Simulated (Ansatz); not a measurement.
# Is this NiO structure stable?

It was reached by relaxing an invented guess, and it needn't be the stable form of this composition.

Computed with Ansatz, DFT PBE, scalar-relativistic, plane waves, PAW. Cutoff 420 eV, Γ-centred 22×22×22 mesh (2-atom cell), Gaussian smearing of 0.10 eV, collinear spin.

Space group F-43m (No. 216). a = 4.481 Å, b = 4.481 Å, c = 4.481 Å, α = 90.00°, β = 90.00°, γ = 90.00°
| atom | site | symmetry | x | y | z |
| --- | --- | --- | --- | --- | --- |
| Ni | 4a | -43m | 0.0000 | 0.0000 | 0.0000 |
| O | 4d | -43m | 0.2500 | 0.2500 | 0.7500 |

The zero of energy is the elements' standard structures at the same level (O₂ as a molecule); no fitted shifts are applied.

**Question.** These tests were run: energy against the elements; phonons at Γ. What do they show?

**Answer.**

| test | result |
| --- | --- |
| energy against the elements | −0.56 eV/atom |
| phonons at Γ | lowest optical mode 401 cm⁻¹ |

It fails none of these tests. Other phases of the system weren't compared here, so this isn't yet thermodynamic stability. Phonons away from Γ weren't computed.

No Hubbard U is applied to the open shell of Ni. The magnetic state reached may not be the lowest. The run for the phonons used a 22×22×22 k mesh and Gaussian smearing of 0.20 eV. The cell carries site moments Ni 1.5; O 0.4 μB.
